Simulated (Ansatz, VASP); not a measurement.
## CdSe in VASP and in Ansatz

```
CELL_PARAMETERS angstrom
4.34202 0.00000 0.00000
2.17101 3.76030 0.00000
2.17101 1.25343 3.54524
ATOMIC_POSITIONS crystal
Cd 0.00000 0.00000 0.00000
Se 0.75000 0.75000 0.75000
```

Measurements of this composition are mostly on another form, of space group No. 186.

Alike in both runs: task relaxation of cell and atoms; functional RPBE; k mesh 6 × 6 × 6; no spin polarisation.

|  | VASP | Ansatz |
| --- | --- | --- |
| version | VASP 6.6.1 | Ansatz 0.2.0 |
| potentials or method | VASP PAW PBE potentials, release 64 (Cd, Se) | plane waves, PAW |
| plane-wave cutoff (eV) | 600 | 470 |
| occupations | gaussian, width 0.01 eV | fixed |
| valence electrons in the cell | 18 | 36 |

Ansatz gave:

| Property | Result |
| --- | --- |
| relaxed volume (Å³/atom) | 31.02 |
| relaxed cell length with the largest relative difference (Å) | 4.443 |
| energy change over the relaxation (meV/atom) | -19 |

**Question.** What did VASP give for the same quantities?

**Answer.** Relaxed volume (Å³/atom): 31.16; relaxed cell length with the largest relative difference (Å): 4.450; energy change over the relaxation (meV/atom): -22.

The two sets of potentials don't hold the same shells in valence.

Caveats: the PAW data sets were made with another functional, which shifts forces and pressure a little (VASP). Expect the measured gap to be larger: semilocal functionals such as RPBE lack the derivative discontinuity.
